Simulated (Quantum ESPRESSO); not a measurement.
# Si (I4_1/amd) in Quantum ESPRESSO: single point with PBE

Aim: the single point of Si with PBE.

All numbers are computed with Quantum ESPRESSO 7.5; they aren't measurements. Logs are shortened: lines on timing, memory, paths and dates and some standing lists are left out, and cuts for length are marked.

## Step 1: The structure

The structure is tetragonal, space group I4_1/amd (No. 141). The conventional cell has a = 4.743 Å, b = 4.743 Å, c = 2.659 Å, α = 90.00°, β = 90.00°, γ = 90.00°. Si (site symmetry -4m2) is surrounded by 6 Si at 2.46 to 2.66 Å.

This isn't the form of Si at room conditions, which is diamond.

## Step 2: Single point, PBE

run.py reads:

```python
import numpy as np
from ase.calculators.espresso import Espresso, EspressoProfile
from ase.io import read

atoms = read('POSCAR')

input_data = {
    'control': {'calculation': 'scf', 'prefix': 'pwscf', 'outdir': './tmp', 'tprnfor': True, 'tstress': True, 'disk_io': 'nowf'},
    'system': {'ecutwfc': 55.0, 'ecutrho': 440.0, 'nbnd': 9, 'occupations': 'smearing', 'smearing': 'fd', 'degauss': 0.00367493},
    'electrons': {'conv_thr': 4e-10, 'electron_maxstep': 120, 'mixing_beta': 0.5},
}
pseudopotentials = {'Si': 'Si.pbe-n-rrkjus_psl.1.0.0.UPF'}
profile = EspressoProfile(command='pw.x', pseudo_dir='pseudo')
dft = Espresso(profile=profile, input_data=input_data, pseudopotentials=pseudopotentials, kpts=(11, 11, 11), koffset=(0, 0, 0))
atoms.calc = dft

print(f'energy {atoms.get_potential_energy():.8f} eV')
print('forces (eV/A)')
print(np.round(atoms.get_forces(), 6))
print('stress (eV/A^3, Voigt)')
print(np.round(atoms.get_stress(), 8))
print(f'Fermi level {dft.get_fermi_level():.4f} eV')
```

POSCAR reads:

```
Si
1.0
   -2.3713723045      2.3713723045      1.3292653899
    2.3713723045     -2.3713723045      1.3292653899
    2.3713723045      2.3713723045     -1.3292653899
Si
2
Direct
    0.5000000000      0.5000000000      0.0000000000
    0.2500000000      0.7500000000      0.5000000000
```

Potentials or basis: SSSP 1.3 efficiency PBE.

Run with:

```bash
$ OMP_NUM_THREADS=1 python run.py
```

Standard output:

```text
energy -310.15941120 eV
forces (eV/A)
[[0. 0. 0.]
 [0. 0. 0.]]
stress (eV/A^3, Voigt)
[-0.02356268 -0.02356268 -0.01292582  0.          0.          0.        ]
Fermi level 9.9168 eV
```

espresso.pwi:

```text
&CONTROL
   calculation      = 'scf'
   tstress          = .true.
   tprnfor          = .true.
   outdir           = './tmp'
   prefix           = 'pwscf'
   disk_io          = 'nowf'
   pseudo_dir       = 'pseudo'
/
&SYSTEM
   nbnd             = 9
   ecutwfc          = 55.0
   ecutrho          = 440.0
   occupations      = 'smearing'
   degauss          = 0.00367493
   smearing         = 'fd'
   ntyp             = 1
   nat              = 2
   ibrav            = 0
/
&ELECTRONS
   electron_maxstep = 120
   conv_thr         = 4e-10
   mixing_beta      = 0.5
/
&IONS
/
&CELL
/
&FCP
/
&RISM
/
ATOMIC_SPECIES
Si 28.085 Si.pbe-n-rrkjus_psl.1.0.0.UPF

K_POINTS automatic
11 11 11  0 0 0

CELL_PARAMETERS angstrom
-2.37137230450000 2.37137230450000 1.32926538990000
2.37137230450000 -2.37137230450000 1.32926538990000
2.37137230450000 2.37137230450000 -1.32926538990000

ATOMIC_POSITIONS angstrom
Si 0.0000000000 0.0000000000 1.3292653899  
Si 2.3713723045 0.0000000000 0.6646326949
```

espresso.pwo:

```text
This program is part of the open-source Quantum ESPRESSO suite
     for quantum simulation of materials; please cite
         "P. Giannozzi et al., J. Phys.:Condens. Matter 21 395502 (2009);
         "P. Giannozzi et al., J. Phys.:Condens. Matter 29 465901 (2017);
         "P. Giannozzi et al., J. Chem. Phys. 152 154105 (2020);
     in publications or presentations arising from this work. More details at

Warning: card &CELL ignored
Warning: card &FCP ignored
Warning: card &RISM ignored

     Message from routine setup:
     using ibrav=0 with symmetry is DISCOURAGED, use correct ibrav instead

     G-vector sticks info
     --------------------
     sticks:   dense  smooth     PW     G-vecs:    dense   smooth      PW
     Sum        1107     559    187                31381    11011    2151

     Using Slab Decomposition

     bravais-lattice index     =            0
     lattice parameter (alat)  =       6.8171  a.u.
     unit-cell volume          =     201.7752 (a.u.)^3
     number of atoms/cell      =            2
     number of atomic types    =            1
     number of electrons       =         8.00
     number of Kohn-Sham states=            9
     kinetic-energy cutoff     =      55.0000  Ry
     charge density cutoff     =     440.0000  Ry
     scf convergence threshold =      4.0E-10
     mixing beta               =       0.5000
     number of iterations used =            8  plain     mixing
     Exchange-correlation= PBE
                           (   1   4   3   4   0   0   0)

     celldm(1)=   6.817109  celldm(2)=   0.000000  celldm(3)=   0.000000
     celldm(4)=   0.000000  celldm(5)=   0.000000  celldm(6)=   0.000000

     crystal axes: (cart. coord. in units of alat)
               a(1) = (  -0.657353   0.657353   0.368477 )
               a(2) = (   0.657353  -0.657353   0.368477 )
               a(3) = (   0.657353   0.657353  -0.368477 )

     reciprocal axes: (cart. coord. in units 2 pi/alat)
               b(1) = ( -0.000000  0.760627  1.356937 )
               b(2) = (  0.760627 -0.000000  1.356937 )
               b(3) = (  0.760627  0.760627  0.000000 )

     PseudoPot. # 1 for Si read from file:
     Si.pbe-n-rrkjus_psl.1.0.0.UPF
     Pseudo is Ultrasoft + core correction, Zval =  4.0
     Generated using "atomic" code by A. Dal Corso  v.5.1
     Using radial grid of 1141 points,  6 beta functions with:
                l(1) =   0
                l(2) =   0
                l(3) =   1
                l(4) =   1
                l(5) =   2
                l(6) =   2
     Q(r) pseudized with 0 coefficients

     atomic species   valence    mass     pseudopotential
     Si                4.00    28.08500     Si( 1.00)

     16 Sym. Ops., with inversion, found ( 8 have fractional translation)

   Cartesian axes

     site n.     atom                  positions (alat units)
         1        Si     tau(   1) = (   0.0000000   0.0000000   0.3684769  )
         2        Si     tau(   2) = (   0.6573525   0.0000000   0.1842385  )

     number of k points=   126  Fermi-Dirac smearing, width (Ry)=  0.0037

     Number of k-points >= 100: set verbosity='high' to print them.

     Dense  grid:    31381 G-vectors     FFT dimensions: (  48,  48,  48)

     Smooth grid:    11011 G-vectors     FFT dimensions: (  36,  36,  36)

     Initial potential from superposition of free atoms

     starting charge       7.9989, renormalised to       8.0000
     Starting wfcs are    8 randomized atomic wfcs +    1 random wfcs

     Self-consistent Calculation

     iteration #  1     ecut=    55.00 Ry     beta= 0.50
     Davidson diagonalization with overlap
     ethr =  1.00E-02,  avg # of iterations =  6.6

     Threshold (ethr) on eigenvalues was too large:
     Diagonalizing with lowered threshold

     Davidson diagonalization with overlap
     ethr =  1.37E-04,  avg # of iterations =  4.3

     total energy              =     -22.79621297 Ry
     estimated scf accuracy    <       0.01120926 Ry

     iteration #  2     ecut=    55.00 Ry     beta= 0.50
     Davidson diagonalization with overlap
     ethr =  1.40E-04,  avg # of iterations =  1.0
[... 4 lines left out ...]
     iteration #  3     ecut=    55.00 Ry     beta= 0.50
     Davidson diagonalization with overlap
     ethr =  3.35E-05,  avg # of iterations =  1.8

     total energy              =     -22.79629270 Ry
     estimated scf accuracy    <       0.00001983 Ry

     iteration #  4     ecut=    55.00 Ry     beta= 0.50
     Davidson diagonalization with overlap
     c_bands:  1 eigenvalues not converged
     ethr =  2.48E-07,  avg # of iterations =  4.9

     total energy              =     -22.79629813 Ry
     estimated scf accuracy    <       0.00000029 Ry

     iteration #  5     ecut=    55.00 Ry     beta= 0.50
     Davidson diagonalization with overlap
     ethr =  3.66E-09,  avg # of iterations =  2.7

     total energy              =     -22.79629824 Ry
     estimated scf accuracy    <       0.00000001 Ry
[... 5 lines left out ...]
     total energy              =     -22.79629824 Ry
     estimated scf accuracy    <          1.1E-09 Ry

     iteration #  7     ecut=    55.00 Ry     beta= 0.50
     Davidson diagonalization with overlap
     ethr =  1.42E-11,  avg # of iterations =  2.3

     End of self-consistent calculation

     Number of k-points >= 100: set verbosity='high' to print the bands.

     the Fermi energy is     9.9168 ev

!    total energy              =     -22.79629825 Ry
     estimated scf accuracy    <          6.7E-11 Ry
     smearing contrib. (-TS)   =      -0.00050076 Ry
     internal energy E=F+TS    =     -22.79579748 Ry

     The total energy is F=E-TS. E is the sum of the following terms:
     one-electron contribution =       9.06165088 Ry
     hartree contribution      =       0.16942489 Ry
     xc contribution           =     -12.38268970 Ry
     ewald contribution        =     -19.64418355 Ry

     convergence has been achieved in   7 iterations

     Forces acting on atoms (cartesian axes, Ry/au):

     atom    1 type  1   force =     0.00000000    0.00000000    0.00000000
     atom    2 type  1   force =     0.00000000    0.00000000    0.00000000

     Total force =     0.000000     Total SCF correction =     0.000000

     Computing stress (Cartesian axis) and pressure

          total   stress  (Ry/bohr**3)                   (kbar)     P=       32.07
   0.00025663  -0.00000000  -0.00000000           37.75       -0.00       -0.00
  -0.00000000   0.00025663  -0.00000000           -0.00       37.75       -0.00
  -0.00000000  -0.00000000   0.00014078           -0.00       -0.00       20.71

=------------------------------------------------------------------------------=
   JOB DONE.
=------------------------------------------------------------------------------=
```

Wall time 28 s (1 thread of Arm Neoverse V2, shared host); peak memory 0.16 GiB.

What came out:

| Property | Result |
| --- | --- |
| Free energy | -310.1594 eV |
| Pressure | 3.2 GPa |
| Band gap on the k mesh | none (metal or under the smearing width) |
